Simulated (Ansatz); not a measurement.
CsI:
Space group Pm-3m (No. 221); a = 4.6108 Å, b = 4.6108 Å, c = 4.6108 Å, α = 90.00°, β = 90.00°, γ = 90.00°

```json
[
 {"atom": "Cs", "site": "1a", "symmetry": "m-3m", "x": "0.0000", "y": "0.0000", "z": "0.0000"},
 {"atom": "I", "site": "1b", "symmetry": "m-3m", "x": "0.5000", "y": "0.5000", "z": "0.5000"}
]
```

Relaxed with r²SCAN. Independent-particle spectrum: no excitons, no local fields, no scissors shift; 0.1 eV broadening; ε₁ of the summed bands alone.

Q: Tabulate the dielectric function from plane-wave PAW r²SCAN (Ansatz code).

A: 

| E (eV) | ε₁ xx | ε₂ xx |
|---|---|---|
| 0.0 | 3.30 | 0.00 |
| 0.4 | 3.30 | 0.00 |
| 0.8 | 3.32 | 0.00 |
| 1.2 | 3.35 | 0.00 |
| 1.6 | 3.40 | 0.00 |
| 2.0 | 3.47 | 0.00 |
| 2.4 | 3.55 | 0.00 |
| 2.8 | 3.67 | 0.00 |
| 3.2 | 3.82 | 0.00 |
| 3.6 | 4.02 | 0.00 |
| 4.0 | 4.32 | 0.00 |
| 4.4 | 4.80 | 0.00 |
| 4.8 | 5.74 | 0.55 |
| 5.2 | 5.97 | 1.28 |
| 5.6 | 7.16 | 2.33 |
| 6.0 | 6.80 | 5.91 |
| 6.4 | 3.62 | 5.71 |
| 6.8 | 2.19 | 5.07 |
| 7.2 | 0.42 | 4.35 |
| 7.6 | 3.21 | 4.72 |
| 8.0 | -0.42 | 6.23 |
| 8.4 | -1.41 | 2.91 |
| 8.8 | -0.48 | 1.73 |
| 9.2 | 0.14 | 1.23 |
| 9.6 | 0.70 | 1.03 |
| 10.0 | 1.21 | 1.19 |
| 10.4 | 1.31 | 1.35 |
| 10.8 | 1.71 | 1.55 |
| 11.2 | 1.18 | 1.92 |
| 11.6 | 1.04 | 1.69 |
| 12.0 | 1.54 | 1.25 |

Q: From ε at 6.6 eV (xx: 2.63 + 5.81i), find n, k, the normal reflectivity and the absorption coefficient.

A: n = 2.12, k = 1.369, R = 27 %, α = 2kE/ħc = 920000 cm⁻¹.

With all bands, ε∞ without local fields is 3.35. DFPT, with local fields, gives 3.09.

The r²SCAN relaxation kept the symmetry of its start; phonons on a q-mesh show no instability. Scalar-relativistic: spin–orbit coupling is off unless named, which matters more the heavier the elements.

Potentials: the later of the program's two PAW sets.
